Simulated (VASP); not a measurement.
# Hg (C2/m) in VASP: further runs, part 2 of 2

VASP 6.6.1. Earlier steps stand in the parts before.

## 4. Single point, r2SCAN

File INCAR:

```
SYSTEM = Hg
PREC = Accurate
ENCUT = 460
EDIFF = 1E-6
ISMEAR = -5
SIGMA = 0.1
LREAL = .FALSE.
LASPH = .TRUE.
NELM = 100
ALGO = Normal
ISIF = 2
LWAVE = .FALSE.
LCHARG = .FALSE.
METAGGA = R2SCAN
LMIXTAU = .TRUE.
NBANDS = 12
ADDGRID = .FALSE.
```

File KPOINTS:

```
Automatic mesh
0
G
  10 10 10
  0 0 0
```

File POSCAR:

```
Hg
1.0
    2.1243184923     -2.6725824964      0.0000000000
    2.1243184923      2.6725824964      0.0000000000
   -2.1151288124      0.0000000000      2.8921990043
Hg
1
Direct
    0.0000000000      0.0000000000      0.0000000000
```

Launch:

```
cat potpaw_PBE.64/Hg/POTCAR > POTCAR
mpirun -np 1 vasp_std > vasp.out
```

It took 3.7 min on 1 thread of Intel Xeon Platinum 8259CL at 2.50GHz (Skylake/Cascade Lake), shared host; peak memory 0.22 GiB.

The run converged, but some of its settings lie outside the range that counts as converged, so its numbers aren't taken as properties of the crystal.

What came out:

```yaml
Free_energy: -49.3247 eV
Pressure: -1.3 GPa
Band_gap_on_the_k_mesh: none (metal or under the smearing width)
```

Caveat: the PAW data sets were made with another functional, which shifts forces and pressure a little; tetrahedron occupations give inexact forces and stress in metals.

## 5. Single point, r2SCAN

INCAR, as its differences from that of step 4:

```diff
@@ -4,3 +4,3 @@
 EDIFF = 1E-6
-ISMEAR = -5
+ISMEAR = 1
 SIGMA = 0.1
```

KPOINTS is that of step 4.

POSCAR is that of step 4.

Potentials or basis: VASP PAW PBE potentials, release 64 (Hg).

Launch:

```
cat potpaw_PBE.64/Hg/POTCAR > POTCAR
mpirun -np 1 vasp_std > vasp.out
```

OUTCAR:

```text
SYSTEM = Hg
   PREC = Accurate
   ENCUT = 460
   EDIFF = 1E-6
   ISMEAR = 1
   LREAL = .FALSE.
   LASPH = .TRUE.
   NELM = 100
   ISIF = 2
   METAGGA = R2SCAN

 Found    282 irreducible k-points:

 Following reciprocal coordinates:
            Coordinates               Weight
  0.000000  0.000000  0.000000      1.000000
  0.100000  0.000000  0.000000      4.000000
  0.200000  0.000000  0.000000      4.000000
  0.300000  0.000000  0.000000      4.000000
  0.400000  0.000000  0.000000      4.000000
  0.500000 -0.000000  0.000000      2.000000
   k-points           NKPTS =    282   k-points in BZ     NKDIM =    282   number of bands    NBANDS=     12
   number of dos      NEDOS =    301   number of ions     NIONS =      1
   total plane-waves  NPLWV =  16128
   dimension x,y,z NGX =    24 NGY =   24 NGZ =   28
   dimension x,y,z NGXF=    48 NGYF=   48 NGZF=   56
   ions per type =               1
   NGX,Y,Z   is equivalent  to a cutoff of  11.69, 11.69, 12.99 a.u.
   NGXF,Y,Z  is equivalent  to a cutoff of  23.37, 23.37, 25.98 a.u.
 SYSTEM =  Hg
   PREC   = accura    normal or accurate (medium, high low for compatibility)
   ISTART =      0    job   : 0-new  1-cont  2-samecut
   ICHARG =      2    charge: 1-file 2-atom 10-const
   ISPIN  =      1    spin polarized calculation?
   LNONCOLLINEAR =      F non collinear calculations
   LSORBIT =      F    spin-orbit coupling
   LASPH  =      T    aspherical Exc in radial PAW
   ENCUT  =  460.0 eV  33.81 Ry    5.81 a.u.   5.97  5.97  6.27*2*pi/ulx,y,z
   NELM   =    100;   NELMIN=  2; NELMDL= -5     # of ELM steps
   EDIFF  = 0.1E-05   stopping-criterion for ELM
   LREAL  =      F    real-space projection
   EDIFFG = 0.1E-04   stopping-criterion for IOM
   NSW    =      0    number of steps for IOM
   IBRION =     -1    ionic relax: 0-MD 1-quasi-New 2-CG
   NFREE  =      0    steps in history (QN), initial steepest desc. (CG)
   ISIF   =      2    stress and relaxation
   ISYM   =      2    0-nonsym 1-usesym 2-fastsym
   POTIM  = 0.5000    time-step for ionic-motion
   TEBEG  =    0.0;   TEEND  =   0.0 temperature during run
   PSTRESS=    0.0 pullay stress
   NELECT =      12.0000    total number of electrons
   NUPDOWN=      -1.0000    fix difference up-down
   EMIN   =  10.00;   EMAX   =-10.00  energy-range for DOS
   EFERMI =   0.00;   METHOD = LEGACY
   ISMEAR =     1;   SIGMA  =   0.10  broadening in eV -4-tet -1-fermi 0-gaus
   EFERMI_NEDOS =   21; number of points for ismear=-14 and -15
   IALGO  =     38    algorithm
   IMIX   =      4    mixing-type and parameters
     AMIX     =   0.40;   BMIX     =  1.00
     AMIX_MAG =   1.60;   BMIX_MAG =  1.00
  volume/ion in A,a.u.               =      32.84       221.62
  Fermi-wavevector in a.u.,A,eV,Ry     =   1.170395  2.211725 18.637577  1.369823
  Thomas-Fermi vector in A             =   2.306854
   LORBIT       =      0    0 simple, 1 ext, 2 COOP (PROOUT), +10 PAW based schemes
   METAGGA = R2SCAN    functional components
   LHFCALC =     F    Hartree Fock is set to
   AEXX    =    0.0000 exact exchange contribution
   IVDW    =     0    specifies the selected vdW correction
   LEPSILON=     F    determine dielectric tensor
   LRPA    =     F    only Hartree local field effects (RPA)
 non-spin polarized calculation
 Methfessel and Paxton  Order N= 1 SIGMA  =   0.10
  energy-cutoff  :      460.00
  volume of cell :       32.84
 maximum number of plane-waves:       762
   NGX = 11   NGY = 11   NGZ = 13

 number of electron      12.0000003 magnetization

 Free energy of the ion-electron system (eV)
  ---------------------------------------------------
  ext. energy  EPLUGINS =         0.00000000
  ---------------------------------------------------
  free energy    TOTEN  =       -49.32392238 eV

  energy without entropy =      -49.32353198  energy(sigma->0) =      -49.32379225

 E-fermi :   0.6069     XC(G=0):  -9.5755

 val. band max:        0.5924339480   @ k =   0.5000   0.4000   0.5000
 cond. band min:       0.6233468490   @ k =  -0.1000   0.5000   0.1000
 fundamental gap:      0.0309129010
 Fermi energy:         0.6068964363

 k-point     1 :       0.0000    0.0000    0.0000
  band No.  band energies     occupation
      1      -6.4825      2.00000
      2      -6.3186      2.00000
      3      -6.0985      2.00000
      4      -6.0758      2.00000
      5      -5.7630      2.00000
      6      -5.6416      2.00000
      7      12.5980      0.00000
      8      12.8097      0.00000
      9      13.2468      0.00000
     10      14.6324      0.00000
     11      14.8778      0.00000
     12      17.0409      0.00000

 k-point     2 :       0.1000    0.0000    0.0000
  band No.  band energies     occupation
      1      -6.3508      2.00000
      2      -6.2286      2.00000
      3      -6.1087      2.00000
      4      -6.0200      2.00000
      5      -5.7731      2.00000
      6      -5.6556      2.00000
      7      10.8680      0.00000
      8      12.1013      0.00000
      9      12.8358      0.00000
     10      14.1962      0.00000
     11      14.7387      0.00000
     12      16.4194      0.00000

 k-point     3 :       0.2000    0.0000    0.0000
  band No.  band energies     occupation
      1      -6.3428      2.00000
      2      -6.1748      2.00000
      3      -5.9050      2.00000
      4      -5.8019      2.00000
      5      -5.6813      2.00000
      6      -5.5018      2.00000
      7       7.7068      0.00000
      8      10.8555      0.00000
      9      12.1411      0.00000
     10      13.5963      0.00000
     11      15.0804      0.00000
     12      15.6538      0.00000

 k-point     4 :       0.3000    0.0000    0.0000
  band No.  band energies     occupation
      1      -6.3934      2.00000
      2      -6.2626      2.00000
      3      -5.8029      2.00000
      4      -5.7018      2.00000
      5      -5.6579      2.00000
      6      -4.3923      2.00000
      7       4.6597      0.00000
      8       9.6719      0.00000
      9      11.3724      0.00000
     10      13.1313      0.00000
     11      15.0831      0.00000
     12      15.9410      0.00000

 k-point     5 :       0.4000    0.0000    0.0000
  band No.  band energies     occupation
      1      -6.4614      2.00000
      2      -6.3273      2.00000
      3      -5.8091      2.00000
      4      -5.6752      2.00000
      5      -5.4693      2.00000
      6      -2.8912      2.00000
      7       1.9754     -0.00000
      8       8.8511      0.00000
      9      10.8187      0.00000
     10      12.8689      0.00000
     11      14.8233      0.00000
     12      16.7693      0.00000

 k-point     6 :       0.5000   -0.0000    0.0000
  band No.  band energies     occupation
      1      -6.4927      2.00000
      2      -6.3493      2.00000
      3      -5.8128      2.00000
      4      -5.6642      2.00000
      5      -5.3904      2.00000
      6      -1.6425      2.00000
      7       0.3293      2.00062
      8       8.5576      0.00000
      9      10.6209      0.00000
     10      12.7866      0.00000
     11      14.7417      0.00000
     12      17.1420      0.00000

 [... further k-points ...]

------------------------ aborting loop because EDIFF is reached ----------------------------------------

  FORCE on cell =-STRESS in cart. coord.  units (eV):
  Direction    XX          YY          ZZ          XY          YZ          ZX
  --------------------------------------------------------------------------------------
  -------------------------------------------------------------------------------------
  Total       -0.3252497     -0.2530819     -0.3972027      0.0000000      0.0000000     -0.0006376
  in kB      -15.8678652    -12.3470374    -19.3782179      0.0000000      0.0000000     -0.0311085
  external PRESSURE =     -15.8643735 kB  Pullay stress =       0.0000000 kB

 VOLUME and BASIS-vectors are now :
 -----------------------------------------------------------------------------
  energy-cutoff  :      460.00
  volume of cell :       32.84
      direct lattice vectors                 reciprocal lattice vectors
     2.124318492 -2.672582496  0.000000000     0.235369603 -0.187084964  0.172130973
     2.124318492  2.672582496  0.000000000     0.235369603  0.187084964  0.172130973
    -2.115128812  0.000000000  2.892199004     0.000000000  0.000000000  0.345757674

 POSITION                                       TOTAL-FORCE (eV/Angst)
 -----------------------------------------------------------------------------------
      0.00000      0.00000      0.00000         0.000000      0.000000      0.000000
 -----------------------------------------------------------------------------------
    total drift:                                0.000000     -0.000000     -0.000000

  FREE ENERGIE OF THE ION-ELECTRON SYSTEM (eV)
  ---------------------------------------------------
  free  energy   TOTEN  =       -49.3239223833 eV

  energy  without entropy=      -49.3235319841  energy(sigma->0) =      -49.32379225
```

stdout:

```text
POSCAR found type information on POSCAR Hg
 POSCAR found :  1 types and       1 ions
 scaLAPACK will be used
 -----------------------------------------------------------------------------
|                                                                             |
|                                                                             |
|     You enforced a specific xc type in the INCAR file but a different       |
|     I HOPE YOU KNOW WHAT YOU ARE DOING!                                     |
|                                                                             |
 -----------------------------------------------------------------------------

 LDA part: xc-table for (None), standard interpolation
 POSCAR, INCAR and KPOINTS ok, starting setup
 FFT: planning ... GRIDC
 FFT: planning ... GRID_SOFT
 FFT: planning ... GRID
 WAVECAR not read
 entering main loop
```

Wall time 4.5 min (1 thread of Intel Xeon Platinum 8259CL at 2.50GHz (Skylake/Cascade Lake), shared host); peak memory 0.22 GiB.

These settings aren't checked as converged: the numbers below hold their error.

What came out:

```
Free energy            : -49.3239 eV
Pressure               : -1.6 GPa
Band gap on the k mesh : none (metal or under the smearing width)
```

Caveat: the PAW data sets were made with another functional, which shifts forces and pressure a little.

## 6. For comparison

An earlier run on the cell as given: functional PBE; potentials or basis VASP PAW PBE potentials, release 64 (Hg); cutoff 520 eV; k mesh 9 × 9 × 9; occupations fermi-dirac, width 0.05 eV; no spin polarisation.

* Pressure: -0.5 GPa
* Band gap on the k mesh: none (metal or under the smearing width)
